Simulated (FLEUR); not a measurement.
The system is TiAl.

```
Ti Al
1.0
     3.17906    0.00000    0.00000
     0.00000    3.17906    0.00000
     0.00000    0.00000    3.17906
Ti Al
1 1
Direct
  0.00000 0.00000 0.00000
  0.50000 0.50000 0.50000
```

The cell comes from a database or a generator and needn't be the stable form of this composition.

| Quantity | Value |
| --- | --- |
| Program | FLEUR MaX-R8.1 (later development tree) |
| Task | single point |
| Functional | PBEsol |
| Potentials or basis | all-electron |
| Basis | FLAPW |
| Kmax | 4.47 1/bohr |
| k mesh | 8 × 8 × 8 |
| Occupations | fermi-dirac, width 0.05 eV |
| Spin | no spin polarisation |
| Gmax | 13.9 1/bohr |
| Muffin-tin radii | Ti 2.48, Al 2.19 bohr |
| lmax | Ti 10, Al 9 |
| lnonsphr | Ti 10, Al 9 |
| Local orbitals a species | Ti 5, Al 4 |
| Max iterations | 60 |
| Mixing factor | 0.05 |
| Mixer | Anderson |
| Mixer history | 15 |

On this cell: largest force zero by symmetry; band gap on the k mesh none (metal or under the smearing width).

The same run follows on a disturbed copy (atoms moved at random, drawn with an rms of 0.05 Å):

```
Ti Al
1.0
     3.17906    0.00000    0.00000
     0.00000    3.17906    0.00000
     0.00000    0.00000    3.17906
Ti Al
1 1
Direct
  0.99886 0.00758 0.00170
  0.50931 0.50647 0.50062
```

**Question.** What changes?

**Answer.** The energy (extrapolated to zero smearing) moves by +1.7 meV/atom; largest force 0.208 eV/Å; band gap on the k mesh none (metal or under the smearing width).

Forces in eV/Å, atoms in the order of the input:
```
Ti   0.206 -0.022 -0.022
Al  -0.206  0.022  0.022
```
